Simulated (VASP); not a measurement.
## VASP 6.6.1, PBE dielectric-response calculation, InP (zincblende)

INCAR

```
IBRION = -1
LASPH = .TRUE.
LWAVE = .FALSE.
ISIF = 2
ISMEAR = 0
PREC = Accurate
EDIFF = 1E-8
SIGMA = 0.01
LEPSILON = .TRUE.
NSW = 0
ENCUT = 520
LREAL = .FALSE.
NELM = 120
NBANDS = 16
GGA = PE
LCHARG = .FALSE.
```

KPOINTS

```
KPOINTS created by Atomic Simulation Environment
0
Gamma
10 10 10
0 0 0
```

POSCAR

```
In P
 1.0000000000000000
     0.0000000000000000    2.9537876444616966    2.9537876444616966
     2.9537876444616966    0.0000000000000000    2.9537876444616966
     2.9537876444616966    2.9537876444616966    0.0000000000000000
 In  P
   1   1
Cartesian
  0.0000000000000000  0.0000000000000000 -0.0000000000000000
  1.4768938222308481  1.4768938222308481  1.4768938222308481
```

VASP ran with the recommended PBE PAW datasets (18 valence electrons in the cell).

OSZICAR

```
N       E                     dE             d eps       ncg     rms          rms(c)
DAV:   1     0.112944548273E+03    0.11294E+03   -0.85019E+03  1512   0.125E+03
DAV:   2    -0.108551766901E+01   -0.11403E+03   -0.10924E+03  1688   0.300E+02
DAV:   3    -0.860385327031E+01   -0.75183E+01   -0.74814E+01  1984   0.752E+01
DAV:   4    -0.880260007844E+01   -0.19875E+00   -0.19867E+00  1912   0.132E+01
DAV:   5    -0.881252792336E+01   -0.99278E-02   -0.99276E-02  2256   0.253E+00    0.547E+00
DAV:   6    -0.842658773285E+01    0.38594E+00   -0.61974E-01  2392   0.126E+01    0.329E+00
DAV:   7    -0.839981014749E+01    0.26778E-01   -0.15372E-01  2168   0.303E+00    0.124E+00
DAV:   8    -0.840029496680E+01   -0.48482E-03   -0.14735E-02  1888   0.142E+00    0.299E-01
DAV:   9    -0.840092512571E+01   -0.63016E-03   -0.12848E-03  1856   0.387E-01    0.149E-01
DAV:  10    -0.840107208985E+01   -0.14696E-03   -0.22983E-04  2208   0.189E-01    0.973E-02
DAV:  11    -0.840114905001E+01   -0.76960E-04   -0.11602E-04  1800   0.906E-02    0.410E-02
DAV:  12    -0.840114855269E+01    0.49732E-06   -0.74481E-06  1800   0.273E-02    0.113E-02
DAV:  13    -0.840114895301E+01   -0.40031E-06   -0.14446E-06  1928   0.590E-03    0.901E-03
...
RMM:   5    -0.201441257047E+01   -0.30355E-01   -0.35970E-03 10570   0.406E-01    0.881E-02
RMM:   6    -0.201852135115E+01   -0.41088E-02   -0.31584E-04 11086   0.134E-01    0.578E-02
RMM:   7    -0.202122141534E+01   -0.27001E-02   -0.58226E-05 10085   0.642E-02    0.888E-03
RMM:   8    -0.202109561069E+01    0.12580E-03   -0.56499E-05 11248   0.310E-02    0.822E-03
RMM:   9    -0.202121353247E+01   -0.11792E-03   -0.12228E-05 11018   0.137E-02    0.143E-03
RMM:  10    -0.202119524194E+01    0.18291E-04   -0.23020E-06 11781   0.380E-03    0.243E-03
RMM:  11    -0.202119826970E+01   -0.30278E-05    0.33127E-07 11374   0.128E-03    0.816E-04
RMM:  12    -0.202119007617E+01    0.81935E-05   -0.76871E-07 11685   0.502E-04    0.772E-04
RMM:  13    -0.202118853456E+01    0.15416E-05   -0.45755E-08  9493   0.179E-04    0.618E-04
RMM:  14    -0.202118657254E+01    0.19620E-05   -0.60773E-07  9326   0.111E-04    0.351E-05
RMM:  15    -0.202118676555E+01   -0.19302E-06    0.27729E-07  5376   0.543E-05    0.982E-05
RMM:  16    -0.202118670055E+01    0.65001E-07    0.89054E-08  3019   0.435E-05    0.699E-05
RMM:  17    -0.202118658839E+01    0.11217E-06    0.10009E-07  2602   0.416E-05    0.132E-05
RMM:  18    -0.202118656556E+01    0.22823E-07    0.48989E-08  2311   0.406E-05    0.793E-06
```

From OUTCAR

```
k-points           NKPTS =     47   k-points in BZ     NKDIM =     47   number of bands    NBANDS=     16

   NELECT =      18.0000    total number of electrons

   dimension x,y,z NGX =    32 NGY =   32 NGZ =   32
   dimension x,y,z NGXF=    64 NGYF=   64 NGZF=   64

  energy-cutoff  :      520.00
  volume of cell :       51.54
      direct lattice vectors                 reciprocal lattice vectors
     0.000000000  2.953787644  2.953787644    -0.169274186  0.169274186  0.169274186
     2.953787644  0.000000000  2.953787644     0.169274186 -0.169274186  0.169274186
     2.953787644  2.953787644  0.000000000     0.169274186  0.169274186 -0.169274186

 k-points in reciprocal lattice and weights: KPOINTS created by Atomic Simulation Env
   0.00000000  0.00000000  0.00000000       0.001
   0.10000000  0.00000000  0.00000000       0.008
   0.20000000  0.00000000  0.00000000       0.008
   0.30000000  0.00000000  0.00000000       0.008
   0.40000000  0.00000000  0.00000000       0.008
   0.50000000  0.00000000  0.00000000       0.004
   0.10000000  0.10000000  0.00000000       0.006
   0.20000000  0.10000000  0.00000000       0.024
   ...

 E-fermi :   5.0302

 k-point     1 :       0.0000    0.0000    0.0000
  band No.  band energies     occupation
      1      -9.2077      2.00000
      2      -9.2077      2.00000
      3      -9.2077      2.00000
      4      -9.0672      2.00000
      5      -9.0672      2.00000
      6      -6.4254      2.00000
      7       4.9317      2.00000
      8       4.9317      2.00000
      9       4.9317      2.00000
     10       5.5145      0.00000
     11       9.0243      0.00000
     12       9.0243      0.00000
     13       9.0243      0.00000
     14      13.4039      0.00000
     15      14.3435      0.00000
     16      14.3435      0.00000

 k-point     2 :       0.1000    0.0000    0.0000
  band No.  band energies     occupation
      1      -9.2189      2.00000
      2      -9.2032      2.00000
      3      -9.2032      2.00000
      4      -9.0671      2.00000
      5      -9.0671      2.00000
      6      -6.3149      2.00000
      7       3.7613      2.00000
      8       4.8127      2.00000
      9       4.8127      2.00000
     10       6.3329      0.00000
     11       9.0793      0.00000
     12       9.2055      0.00000
     13       9.2055      0.00000
     14      13.8680      0.00000
     15      13.8680      0.00000
     16      13.9633      0.00000

 k-point     3 :       0.2000    0.0000    0.0000
  band No.  band energies     occupation
      1      -9.2472      2.00000
      2      -9.1922      2.00000
      3      -9.1922      2.00000
      4      -9.0661      2.00000
      5      -9.0661      2.00000
      6      -5.9974      2.00000
      7       2.2635      2.00000
      8       4.5417      2.00000
      9       4.5417      2.00000
     10       6.6889      0.00000
     11       9.5709      0.00000
     12       9.5709      0.00000
     13       9.6679      0.00000
     14      13.4576      0.00000
     15      13.4576      0.00000
     16      14.2529      0.00000

 k-point     4 :       0.3000    0.0000    0.0000
  band No.  band energies     occupation
      1      -9.2805      2.00000
      2      -9.1809      2.00000
      3      -9.1809      2.00000
      4      -9.0625      2.00000
      5      -9.0625      2.00000
      6      -5.5234      2.00000
      7       0.8601      2.00000
      8       4.2616      2.00000
      9       4.2616      2.00000
     10       6.5831      0.00000
     11       9.7795      0.00000
     12       9.7795      0.00000
     13      10.7573      0.00000
     14      13.7382      0.00000
     15      13.7382      0.00000
     16      13.8345      0.00000

 k-point     5 :       0.4000    0.0000    0.0000
  band No.  band energies     occupation
      1      -9.3064      2.00000
      2      -9.1739      2.00000
      3      -9.1739      2.00000
      4      -9.0572      2.00000
      5      -9.0572      2.00000
      6      -5.0221      2.00000
      7      -0.2287      2.00000
      8       4.0647      2.00000
      9       4.0647      2.00000
     10       6.4333      0.00000
     11       9.7722      0.00000
     12       9.7722      0.00000
     13      11.7022      0.00000
     14      13.8900      0.00000
     15      14.6829      0.00000
     16      14.6829      0.00000

 k-point     6 :       0.5000    0.0000    0.0000
  band No.  band energies     occupation
      1      -9.3160      2.00000
      2      -9.1718      2.00000
      3      -9.1718      2.00000
      4      -9.0546      2.00000
      5      -9.0546      2.00000
      6      -4.7786      2.00000
      7      -0.6726      2.00000
      8       3.9949      2.00000
      9       3.9949      2.00000
     10       6.3750      0.00000
     11       9.7406      0.00000
     12       9.7406      0.00000
     13      11.9850      0.00000
     14      14.3034      0.00000
     15      15.5180      0.00000
     16      15.5180      0.00000

 k-point     7 :       0.1000    0.1000    0.0000
  band No.  band energies     occupation
      1      -9.2275      2.00000
      2      -9.1989      2.00000
      3      -9.1989      2.00000
      4      -9.0707      2.00000
      5      -9.0641      2.00000
      6      -6.2783      2.00000
      7       3.7261      2.00000
      8       4.5948      2.00000
      9       4.5948      2.00000
     10       6.6894      0.00000
     11       8.5861      0.00000
     12       9.4978      0.00000
     13       9.4978      0.00000
     14      13.1183      0.00000
     15      14.1971      0.00000
     16      14.4351      0.00000

 k-point     8 :       0.2000    0.1000    0.0000
  band No.  band energies     occupation
      1      -9.2510      2.00000
      2      -9.1897      2.00000
      3      -9.1877      2.00000
      4      -9.0735      2.00000
      5      -9.0610      2.00000
      6      -6.0299      2.00000
      7       2.6069      2.00000
      8       4.2746      2.00000
      9       4.3402      2.00000
     10       7.2067      0.00000
     11       8.5364      0.00000
     12       9.9671      0.00000
     13       9.9741      0.00000
     14      12.5930      0.00000
     15      14.2365      0.00000
     16      14.9669      0.00000

 k-point     9 :       0.3000    0.1000    0.0000
  band No.  band energies     occupation
      1      -9.2798      2.00000
      2      -9.1800      2.00000
      3      -9.1756      2.00000
      4      -9.0730      2.00000
      5      -9.0571      2.00000
      6      -5.6053      2.00000
      7       1.2691      2.00000
      8       3.9953      2.00000
      9       3.9961      2.00000
     10       7.2192      0.00000
     11       9.0778      0.00000
     12      10.2604      0.00000
     13      10.3932      0.00000
     14      12.9122      0.00000
     15      14.3326      0.00000
     16      14.7045      0.00000

 k-point    10 :       0.4000    0.1000    0.0000
  band No.  band energies     occupation
      1      -9.3050      2.00000
      2      -9.1729      2.00000
      3      -9.1678      2.00000
      4      -9.0679      2.00000
      5      -9.0536      2.00000
      6      -5.0988      2.00000
      7       0.1023      2.00000
      8       3.6567      2.00000
      9       3.8371      2.00000
     10       7.0733      0.00000
     11       9.3830      0.00000
     12      10.2318      0.00000
     13      11.1576      0.00000
     14      13.7243      0.00000
     15      14.6407      0.00000
     16      15.0721      0.00000

 k-point    11 :       0.5000    0.1000    0.0000
  band No.  band energies     occupation
      1      -9.3180      2.00000
      2      -9.1697      2.00000
      3      -9.1653      2.00000
      4      -9.0610      2.00000
      5      -9.0536      2.00000
      6      -4.7369      2.00000
      7      -0.5733      2.00000
      8       3.4210      2.00000
      9       3.8316      2.00000
     10       6.9845      0.00000
     11       9.4401      0.00000
     12      10.0790      0.00000
     13      11.9948      0.00000
     14      14.1618      0.00000
     15      15.3775      0.00000
     16      15.5349      0.00000

 k-point    12 :      -0.4000    0.1000    0.0000
  band No.  band energies     occupation
      1      -9.3144      2.00000
      2      -9.1697      2.00000
      3      -9.1675      2.00000
      4      -9.0589      2.00000
      5      -9.0571      2.00000
      6      -4.8211      2.00000
      7      -0.4239      2.00000
      8       3.3378      2.00000
      9       3.9766      2.00000
     10       6.9997      0.00000
     11       9.5624      0.00000
     12       9.9608      0.00000
     13      11.8751      0.00000
     14      14.3269      0.00000
     15      14.4191      0.00000
     16      15.7884      0.00000

 ...

 MACROSCOPIC STATIC DIELECTRIC TENSOR (including local field effects in DFT)
 ------------------------------------------------------
          14.284915    -0.000000     0.000000
           0.000000    14.284915     0.000000
           0.000000     0.000000    14.284915

 BORN EFFECTIVE CHARGES (including local field effects) (in |e|, cummulative output)
 ---------------------------------------------------------------------------------
 ion    1
    1     2.62412     0.00000     0.00000
    2     0.00000     2.62412     0.00000
    3     0.00000     0.00000     2.62412
 ion    2
    1    -2.62412     0.00000     0.00000
    2     0.00000    -2.62412     0.00000
    3     0.00000    -0.00000    -2.62412

  Total        0.5174313      0.5174313      0.5174313     -0.0000000     -0.0000000     -0.0000000
  in kB       16.0840525     16.0840525     16.0840525     -0.0000000     -0.0000000     -0.0000000
  external PRESSURE =      16.0840525 kB  Pullay stress =       0.0000000 kB

 POSITION                                       TOTAL-FORCE (eV/Angst)
 -----------------------------------------------------------------------------------
      0.00000      0.00000      0.00000         0.000000     -0.000000     -0.000000
      1.47689      1.47689      1.47689        -0.000000      0.000000      0.000000
 -----------------------------------------------------------------------------------
    total drift:                               -0.000000     -0.000000     -0.000000

  FREE ENERGIE OF THE ION-ELECTRON SYSTEM (eV)
  ---------------------------------------------------
  free  energy   TOTEN  =        -8.4011491653 eV

  energy  without entropy=       -8.4011491653  energy(sigma->0) =       -8.40114917
```

```yaml
with_local_fields_xx_yy_zz: 14.28, 14.28, 14.28
mean_born_charge_by_atom_in_the_order_of_the_cell: 2.62, -2.62 e
```
